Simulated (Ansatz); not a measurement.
# NaF: band gap under strain

How does strain move the band edges of NaF in the rocksalt structure, and do the functionals agree on it? States: -3.5 % biaxial strain in x and y, z held; +4.2 % equal strain in all directions; +3.3 % strain along [111] alone.

Code: Ansatz 0.2.0. PAW datasets, plane waves. (Simulation; spin polarisation is off.)

**1. The structure to begin with**

The unstrained cell was relaxed with r2SCAN; in each strained cell the atoms were relaxed again with r2SCAN. Names of k-points are those of the unstrained zone, where strain can split equivalent points. First state: -3.5 % biaxial strain in x and y, z held.

Space group I4/mmm (No. 139), tetragonal; a = 3.137 Å, c = 4.594 Å in the conventional setting, 11.30 Å³ an atom. Near Na stand 6 F at 2.22–2.30 Å; near F stand 6 Na at 2.22–2.30 Å.

Structure file:

```cif
data_structure
_symmetry_space_group_name_H-M 'P 1'
_symmetry_Int_Tables_number 1
_cell_length_a 3.1931
_cell_length_b 3.1931
_cell_length_c 3.1366
_cell_angle_alpha 60.584
_cell_angle_beta 60.584
_cell_angle_gamma 58.832
_cell_volume 22.60
loop_
_atom_site_label
_atom_site_type_symbol
_atom_site_fract_x
_atom_site_fract_y
_atom_site_fract_z
_atom_site_occupancy
Na1 Na 0.00000 0.00000 0.00000 1
F1 F 0.50000 0.50000 0.50000 1
```

**2. -3.5 % biaxial strain in x and y, z held: PBE**

File input.yaml:

```yaml
crystal:
  lattice:
    - [0.0, 2.217915789, 2.2971680881]
    - [2.217915789, 0.0, 2.2971680881]
    - [2.217915789, 2.217915789, 0.0]
  atoms:
    - { symbol: Na, position: [0.0, 0.0, 0.0] }
    - { symbol: F, position: [0.5, 0.5, 0.5] }
kpoints:
  mp_grid: { grid: [10, 10, 10] }
  band_path:
    path:
      - [0.0, 0.0, 0.0]
      - [0.5, 0.0, 0.5]
      - [0.625, 0.25, 0.625]
      - [0.375, 0.375, 0.75]
      - [0.5, 0.5, 0.5]
      - [0.5, 0.25, 0.75]
      - [-0.002604, -0.002604, 0.0]
    npoints: 1
hamiltonian:
  xc: pbe
scf:
  occupations: { method: fermi_dirac, width: 0.02 }
  n_extra_bands: 4
output:
  forces: true
  stress: true
  eigenvalues: true
  write_density: true
  write_potential: true
  elf: true
  volumetric_format: npy
```

Started as:

```
$ ansatz run input.yaml --threads 4 --pin off --max-ram 3686MiB --backend cpu --events-out ev --progress --plain --runs-dir out
```

After this run come: -3.5 % biaxial strain in x and y, z held: r2SCAN; -3.5 % biaxial strain in x and y, z held: HSE06; +4.2 % equal strain in all directions: PBE; +4.2 % equal strain in all directions: r2SCAN; +4.2 % equal strain in all directions: HSE06; +3.3 % strain along [111] alone: PBE; +3.3 % strain along [111] alone: r2SCAN; +3.3 % strain along [111] alone: HSE06.

Before running it: what results should come out?

As calculated:

Least gap in eV (negative: overlap):

| state | PBE | r2SCAN | HSE06 |
| --- | --- | --- | --- |
| -3.5 % biaxial strain in x and y, z held | 6.86 | 7.70 | 9.08 |
| +4.2 % equal strain in all directions | 5.82 | 6.62 | 7.94 |
| +3.3 % strain along [111] alone | 6.24 | 7.06 | 8.40 |

Where both were run, the HSE06 gap lies +2.11 to +2.22 eV from PBE's, each on its own k points. In PBE the gap is least under +4.2 % equal strain in all directions (5.82 eV) and largest under -3.5 % biaxial strain in x and y, z held (6.86 eV).
